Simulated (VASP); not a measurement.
# Ga24N25 (a cell with a defect) in VASP: notebook

Aim: see how the results for Ga24N25 (a cell with a defect) move with the level of theory and the settings. Levels: PBE, HSE06. Tasks: relaxation of the atoms, single point.

All numbers are computed with VASP 6.6.1; they aren't measurements. Logs are shortened: lines on timing, memory, paths and dates and some standing lists are left out, and cuts for length are marked.

**1. Starting point**

The cell holds a defect, 49 atoms: a = 8.302 Å, b = 8.302 Å, c = 8.302 Å, α = 84.34°, β = 84.34°, γ = 84.34°.

**2. Relaxation of the atoms, PBE, collinear spin, ferromagnetic start**

Contents of INCAR:

```
  ALGO = Normal
  AMIX = 0.2
  AMIX_MAG = 0.8
  BMIX = 1E-4
  BMIX_MAG = 1E-4
  EDIFF = 1E-6
  EDIFFG = -0.025
  ENCUT = 450
  GGA = PE
  IBRION = 2
  ICORELEVEL = 1
  ISIF = 2
  ISMEAR = 0
  ISPIN = 2
  ISYM = 0
  LASPH = True
  LCHARG = False
  LORBIT = 11
  LREAL = Auto
  LUSENCCL = False
  LWAVE = False
  MAGMOM = 0 0 0 0 0.1 0 0 0.1 0 0 0.1 0 0 0 0 0 0 0 0 0 0 0 0 0 0 0 0 0 0 0.1 0 0 0.1 0 0 0.1 0 0 0.1 0 0 0 0 0.1 0 0 0.1 0 0.1
  NELM = 150
  NSW = 70
  PREC = Normal
  SIGMA = 0.01
```

Contents of KPOINTS:

```
k-points
0
Monkhorst-Pack
  2 2 2
```

Contents of POSCAR:

```
Ga24N25
1.0
   -3.2177240000     -5.5732640000      5.2440550000
    6.4354500000      0.0000000000      5.2440550000
   -3.2177260000      5.5732640000      5.2440550000
Ga N
24 25
Direct
    0.8330620000      0.4997285000      0.6663955000
    0.6663953300      0.3330618300      0.9997288300
    0.9997286700      0.6663951700      0.3330621700
    0.6663953300      0.8330618300      0.4997288300
    0.9990308600      0.1699766500      0.8264152200
    0.1663953300      0.3330618300      0.4997288300
    0.4997286700      0.6663951700      0.8330621700
    0.8239483000      0.0014914400      0.1532166300
    0.3330620000      0.4997285000      0.1663955000
    0.3330620000      0.9997285000      0.6663955000
    0.1702094700      0.8340553500      0.9895049100
    0.4997286700      0.1663951700      0.3330621700
    0.6663953300      0.4997288300      0.3330618300
    0.4997286700      0.3330621700      0.6663951700
    0.8330620000      0.6663955000      0.9997285000
    0.4997286700      0.8330621700      0.1663951700
    0.8330620000      0.1663955000      0.4997285000
    0.9997286700      0.3330621700      0.1663951700
    0.3330620000      0.6663955000      0.4997285000
    0.6663953300      0.9997288300      0.8330618300
    0.1663953300      0.4997288300      0.8330618300
    0.1663953300      0.9997288300      0.3330618300
    0.9997286700      0.8330621700      0.6663951700
    0.3330620000      0.1663955000      0.9997285000
    0.6252713300      0.2919378300      0.4586048300
    0.4586046700      0.1252711700      0.7919381700
    0.7919380000      0.4586045000      0.1252715000
    0.4586046700      0.6252711700      0.2919381700
    0.7919380000      0.9586045000      0.6252715000
    0.9567659500      0.1154859300      0.2945706900
    0.2919380000      0.4586045000      0.6252715000
    0.6252713300      0.7919378300      0.9586048300
    0.1287893700      0.2851581200      0.9614166200
    0.1252713300      0.7919378300      0.4586048300
    0.9586046700      0.6252711700      0.7919381700
    0.2956831500      0.9583210400      0.1203249300
    0.7919380000      0.6252715000      0.4586045000
    0.6252713300      0.4586048300      0.7919378300
    0.9603915700      0.7872478500      0.1332929100
    0.6252713300      0.9586048300      0.2919378300
    0.9586046700      0.2919381700      0.6252711700
    0.1252713300      0.4586048300      0.2919378300
    0.4586046700      0.7919381700      0.6252711700
    0.7848045500      0.1158454900      0.9491565800
    0.2919380000      0.6252715000      0.9586045000
    0.2919380000      0.1252715000      0.4586045000
    0.1317153700      0.9498843800      0.7905536800
    0.4586046700      0.2919381700      0.1252711700
    0.0472669300      0.0569730300      0.0460877800
```

Potentials or basis: VASP PAW PBE potentials, release 64 (Ga_d, N).

The run is started by

```console
$ cat potpaw_PBE.64/Ga_d/POTCAR potpaw_PBE.64/N/POTCAR > POTCAR
$ mpirun -np 1 vasp_std > vasp.out
```

OUTCAR:

```text
AMIX = 0.2
   AMIX_MAG = 0.8
   EDIFF = 1E-6
   EDIFFG = -0.025
   ENCUT = 450
   GGA = PE
   IBRION = 2
   ISIF = 2
   ISMEAR = 0
   ISPIN = 2
   ISYM = 0
   LASPH = True
   LORBIT = 11
   LREAL = Auto
   NELM = 150
   NSW = 70
   PREC = Normal

 ion  position               nearest neighbor table
   1  0.833  0.500  0.666-  41 1.97  38 1.97  37 1.97  35 1.98
   2  0.666  0.333  1.000-  48 1.97  38 1.97  27 1.98  44 2.03
   3  1.000  0.666  0.333-  39 1.89  42 1.97  37 1.97  34 1.98
   4  0.666  0.833  0.500-  37 1.97  43 1.97  40 1.97  29 1.98
   5  0.999  0.170  0.826-  41 1.91  33 2.00  49 2.02  44 2.03  47 2.07
   6  0.166  0.333  0.500-  46 1.97  41 1.97  42 1.97  31 1.98
   7  0.500  0.666  0.833-  38 1.97  45 1.97  43 1.97  32 1.98
   8  0.824  0.001  0.153-  44 1.90  40 1.96  39 2.02  30 2.04  49 2.05
   9  0.333  0.500  0.166-  48 1.97  42 1.97  45 1.97  28 1.98
  10  0.333  1.000  0.666-  47 1.93  43 1.97  46 1.97  26 1.98
  11  0.170  0.834  0.990-  47 1.87  45 1.94  36 2.00  39 2.06  49 2.10
  12  0.500  0.166  0.333-  40 1.97  46 1.97  48 1.97  25 1.98
  13  0.666  0.500  0.333-  28 1.97  27 1.97  25 1.97  37 1.98
  14  0.500  0.333  0.666-  31 1.97  25 1.97  26 1.97  38 1.98
  15  0.833  0.666  1.000-  32 1.97  35 1.97  27 1.97  39 2.00
  16  0.500  0.833  0.166-  36 1.95  32 1.97  28 1.97  40 1.98
  17  0.833  0.166  0.500-  30 1.96  25 1.97  29 1.97  41 1.98
[... 29 lines left out ...]
  47  0.132  0.950  0.791-  11 1.87  10 1.93  23 1.96   5 2.07
  48  0.459  0.292  0.125-   9 1.97   2 1.97  12 1.97  24 1.98
  49  0.047  0.057  0.046-   5 2.02   8 2.05  11 2.10

IMPORTANT INFORMATION: All symmetrisations will be switched off!
NOSYMM: (Re-)initialisation of all symmetry stuff for point group C_1.

----------------------------------------------------------------------------------------

                                     Primitive cell

  volume of cell :     564.2571

  direct lattice vectors                    reciprocal lattice vectors
    -3.217724000 -5.573264000  5.244055000    -0.051796430 -0.089714044  0.063564042
     6.435450000  0.000000000  5.244055000     0.103592859  0.000000019  0.063564042
    -3.217726000  5.573264000  5.244055000    -0.051796430  0.089714025  0.063564042

  length of vectors
     8.301513850  8.301513690  8.301514625     0.121539571  0.121539574  0.121539557

  position of ions in fractional coordinates (direct lattice)
     0.833062000  0.499728500  0.666395500
     0.666395330  0.333061830  0.999728830
     0.999728670  0.666395170  0.333062170
     0.666395330  0.833061830  0.499728830
     0.999030860  0.169976650  0.826415220
     0.166395330  0.333061830  0.499728830
[... 41 lines left out ...]
     0.458604670  0.291938170  0.125271170
     0.047266930  0.056973030  0.046087780

  ion indices of the primitive-cell ions
   primitive index   ion index
[... 160 lines left out ...]
  external PRESSURE =      26.9229464 kB  Pullay stress =       0.0000000 kB
[... 230 lines left out ...]
  FREE ENERGIE OF THE ION-ELECTRON SYSTEM (eV)
  ---------------------------------------------------
  free  energy   TOTEN  =      -292.6992148166 eV

  energy  without entropy=     -292.6992148166  energy(sigma->0) =     -292.69921482

[... ionic steps 4 to 13 ...]

--------------------------------------- Ionic step       14  -------------------------------------------

 number of electron     437.0000372 magnetization       3.0000017

------------------------ aborting loop because EDIFF is reached ----------------------------------------
[... 161 lines left out ...]
--------------------------------------- Ionic step       16  -------------------------------------------

 number of electron     437.0000357 magnetization       3.0000013

 Free energy of the ion-electron system (eV)
  ---------------------------------------------------
  ext. energy  EPLUGINS =         0.00000000
  ---------------------------------------------------
  free energy    TOTEN  =      -292.90492287 eV

  energy without entropy =     -292.90492287  energy(sigma->0) =     -292.90492287

 the core state eigenenergies are
   1-  1s -10217.1936  2s  -1250.5960  2p  -1087.0526  3s   -136.9026  3p    -87.6485

   2-  1s -10217.1186  2s  -1250.5252  2p  -1086.9812  3s   -136.8354  3p    -87.5815

   3-  1s -10217.1216  2s  -1250.5280  2p  -1086.9841  3s   -136.8383  3p    -87.5844
[... 66 lines left out ...]
  48-  1s   -370.1329
  49-  1s   -370.9179

 E-fermi :   5.4078     XC(G=0): -11.6024

 val. band max:        5.3590653327   @ k =   0.2500   0.2500   0.2500
 cond. band min:       6.5219691012   @ k =   0.2500   0.2500   0.2500
 fundamental gap:      1.1629037686
 Fermi energy:         5.4078281272

 spin component 1

 k-point     1 :       0.2500    0.2500    0.2500
  band No.  band energies     occupation
      1     -11.3413      1.00000
      2     -10.3703      1.00000
      3     -10.1248      1.00000
      4     -10.0767      1.00000
      5      -9.9927      1.00000
      6      -9.9172      1.00000
[... 921 lines left out ...]
    229      10.2372      0.00000
    230      10.2661      0.00000
 Fermi energy:         5.4078281272

 spin component 2

 k-point     1 :       0.2500    0.2500    0.2500
  band No.  band energies     occupation
      1     -10.6201      1.00000
      2     -10.1882      1.00000
      3     -10.0826      1.00000
      4     -10.0474      1.00000
      5      -9.9413      1.00000
      6      -9.8847      1.00000
[... 921 lines left out ...]
    229      10.2669      0.00000
    230      10.3037      0.00000
 [bands above 230 left out]

------------------------ aborting loop because EDIFF is reached ----------------------------------------

  FORCE on cell =-STRESS in cart. coord.  units (eV):
  Direction    XX          YY          ZZ          XY          YZ          ZX
  --------------------------------------------------------------------------------------
  -------------------------------------------------------------------------------------
  Total        7.4470008      7.4801408      7.6604041     -0.0005389     -0.0018711     -0.0064085
  in kB       21.1453538     21.2394528     21.7513008     -0.0015302     -0.0053128     -0.0181965
  external PRESSURE =      21.3787025 kB  Pullay stress =       0.0000000 kB
[... 64 lines left out ...]
  FREE ENERGIE OF THE ION-ELECTRON SYSTEM (eV)
  ---------------------------------------------------
  free  energy   TOTEN  =      -292.9049228677 eV

  energy  without entropy=     -292.9049228677  energy(sigma->0) =     -292.90492287

 reached required accuracy - stopping structural energy minimisation

 total charge

# of ion       s       p       d       tot
------------------------------------------
    1        0.784   0.875  10.169  11.828
    2        0.786   0.883  10.174  11.842
    3        0.786   0.882  10.173  11.841
    4        0.784   0.875  10.169  11.828
    5        0.765   0.832  10.170  11.767
    6        0.782   0.864  10.164  11.810
[... 41 lines left out ...]
   48        1.231   2.494   0.000   3.725
   49        1.368   2.194   0.000   3.562
--------------------------------------------------
tot         49.782  82.547 244.041 376.370

 magnetization (x)

# of ion       s       p       d       tot
------------------------------------------
    1       -0.000   0.001   0.001   0.001
    2        0.001   0.004   0.003   0.008
    3        0.001   0.004   0.003   0.008
    4       -0.000   0.001   0.001   0.001
    5       -0.011  -0.008   0.028   0.010
    6        0.000   0.000   0.000   0.001
[... 41 lines left out ...]
   48        0.000   0.005   0.000   0.005
   49        0.031   1.220   0.000   1.251
--------------------------------------------------
tot          0.108   2.119   0.131   2.358
```

Run time: 2.1 h. Hardware: 1 × NVIDIA H100 80GB with 1 thread of AMD EPYC 7R13 (Zen 3), shared host; peak memory 1.7 GiB.

Results:

```
Free energy                                           : -292.9049 eV
Energy gained by relaxing                             : 20.0 meV/atom
Ionic steps                                           : 16
Largest force after relaxing                          : 0.020 eV/Å
Net moment                                            : 3.00 μB per cell
Site moments                                          : Ga +0.00, +0.01, +0.04, -0.01; N +0.01, +0.14, +0.00, +0.11, +0.02, +0.12, +1.25 μB
Valence electrons inside the program's atomic spheres : Ga 11.83, 11.84, 11.77, 11.81, 11.82, 11.85, 11.78; N 3.72, 3.73, 3.69, 3.71, 3.56
```

Forces in eV/Å, atoms in the order of the input:
```
Ga   0.008  0.004 -0.013
Ga   0.004  0.000  0.001
Ga   0.007  0.000 -0.005
Ga   0.001  0.002 -0.009
Ga  -0.004 -0.002  0.016
Ga   0.009  0.004 -0.001
Ga  -0.014  0.006 -0.004
Ga   0.000 -0.014  0.008
Ga   0.002 -0.002 -0.004
Ga  -0.005  0.000  0.012
Ga  -0.019 -0.005  0.004
Ga   0.004 -0.010  0.003
Ga   0.009  0.010 -0.003
Ga  -0.002 -0.001  0.000
Ga   0.001  0.005 -0.008
Ga  -0.008  0.001 -0.006
Ga   0.007  0.007  0.006
Ga   0.004  0.000  0.001
Ga  -0.016 -0.004  0.002
Ga   0.008  0.008  0.005
Ga   0.003 -0.014  0.008
Ga  -0.001 -0.002 -0.003
Ga   0.001  0.001  0.001
Ga   0.003 -0.016  0.004
N    0.004 -0.002  0.003
N    0.007 -0.005 -0.004
N    0.004  0.007 -0.001
N    0.002  0.009  0.000
N    0.001 -0.010 -0.003
N    0.009  0.006  0.003
N    0.003  0.001 -0.005
N   -0.001  0.000  0.006
N   -0.013  0.003 -0.008
N   -0.003  0.004  0.001
N   -0.006 -0.006 -0.003
N   -0.010  0.003  0.009
N    0.010 -0.004  0.004
N   -0.010 -0.013  0.003
N    0.006  0.007  0.011
N   -0.009 -0.002 -0.006
N   -0.008  0.005 -0.004
N    0.007  0.005  0.003
N    0.007  0.001 -0.005
N   -0.007 -0.012 -0.014
N    0.013  0.012 -0.006
N   -0.001  0.002 -0.011
N   -0.006  0.011 -0.004
N   -0.006 -0.001  0.003
N    0.005 -0.001  0.011
```

Step by step:
```csv
step,energy change (eV),largest force (eV/Å),pressure (GPa)
1,0.0000,2.8109,2.69
2,-0.7412,0.9262,2.32
3,-0.7722,0.6735,2.30
4,-0.8991,0.3683,2.21
5,-0.9106,0.3190,2.21
6,-0.9506,0.1765,2.18
7,-0.9521,0.1729,2.19
8,-0.9655,0.1130,2.18
9,-0.9664,0.1321,2.18
10,-0.9726,0.1112,2.17
11,-0.9732,0.1121,2.17
12,-0.9758,0.0771,2.16
13,-0.9759,0.0729,2.16
14,-0.9772,0.0470,2.15
15,-0.9773,0.0387,2.14
16,-0.9779,0.0200,2.14
```

Final structure:
```
Ga N
1.0
    -3.21772   -5.57326    5.24406
     6.43545    0.00000    5.24406
    -3.21773    5.57326    5.24406
Ga N
24 25
Cartesian
  -1.6089 -0.9197 10.4758
  -3.2001 1.8711 10.4659
  -0.0258 -3.7126 10.4656
  1.5959 -0.9385 10.4751
  -4.8209 -0.9295 10.4683
  -0.0064 1.8568 5.2326
  0.0106 1.8459 10.4752
  3.2110 -3.7152 10.4690
  1.6132 -0.9311 5.2324
  3.2219 1.8294 10.4658
  1.6098 4.6345 10.4691
  -1.6101 -0.9377 5.2316
  -0.0221 -1.8632 7.8502
  -1.6009 0.9432 7.8502
  -1.6295 0.9169 13.0650
  3.1552 -1.9017 7.8806
  -3.2225 -1.7877 7.8796
  1.6061 0.9280 2.6230
  1.6192 0.9077 7.8498
  1.6097 0.9458 13.0649
  0.0657 3.6783 7.8810
  4.8226 0.9228 7.8677
  0.0161 -1.8746 13.0645
  -3.2151 3.7118 7.8668
  -1.6114 -0.9098 7.2067
  -3.2084 1.8666 7.1896
  -0.0181 -3.7163 7.1895
  1.5888 -0.9459 7.2075
  1.6044 -0.9116 12.4401
  -3.2243 -3.6267 7.2864
  0.0191 1.8438 7.2078
  -0.0173 1.8407 12.4399
  -1.5262 4.5974 7.2869
  3.2216 1.8378 7.1889
  -1.5895 -0.9397 12.4406
  4.7480 -0.9823 7.2860
  -0.0153 -1.8558 9.8237
  -1.5972 0.9344 9.8238
  1.5411 -4.6169 9.7646
  3.2040 -1.8649 9.8474
  -3.2142 -1.8488 9.8468
  1.5930 0.9244 4.5937
  1.6093 0.9097 9.8238
  -4.7665 0.9677 9.7657
  0.0094 3.7012 9.8481
  -1.6038 0.9131 4.5945
  3.2239 3.6376 9.7649
  0.0063 -1.8499 4.5935
  0.0007 -0.0033 0.8405
```

Levels at points of the mesh, in eV from the valence-band top:
Spin up:
| k point | band 217 | band 218 | band 219 | band 220 | band 221 | band 222 | band 223 | band 224 |
| --- | --- | --- | --- | --- | --- | --- | --- | --- |
| (0.25, 0.25, 0.25) | -0.45 | -0.14 | -0.12 | 0.00 | 2.78 | 3.96 | 4.06 | 4.06 |
Spin down:
```
           k point  band 214  band 215  band 216  band 217  band 218  band 219  band 220  band 221
(0.25, 0.25, 0.25)     -1.05     -1.04     -0.38     -0.38      1.16      1.28      1.34      2.85
```

Core levels (eV, on the scale of the bands):
```tsv
atom	levels
1 Ga	1s -10217.2, 2s -1250.6, 2p -1087.1, 3s -136.9, 3p -87.6
2 Ga	1s -10217.1, 2s -1250.5, 2p -1087.0, 3s -136.8, 3p -87.6
3 Ga	1s -10217.1, 2s -1250.5, 2p -1087.0, 3s -136.8, 3p -87.6
4 Ga	1s -10217.2, 2s -1250.6, 2p -1087.1, 3s -136.9, 3p -87.7
5 Ga	1s -10217.3, 2s -1250.7, 2p -1087.1, 3s -137.0, 3p -87.7
6 Ga	1s -10217.2, 2s -1250.6, 2p -1087.1, 3s -136.9, 3p -87.7
```

Caveat: the cutoff is under 1.25 times the usual one of these potentials, so pressure, stress and relaxed cells hold a basis-set (Pulay) error.

(Part 1 of 2 ends here.)
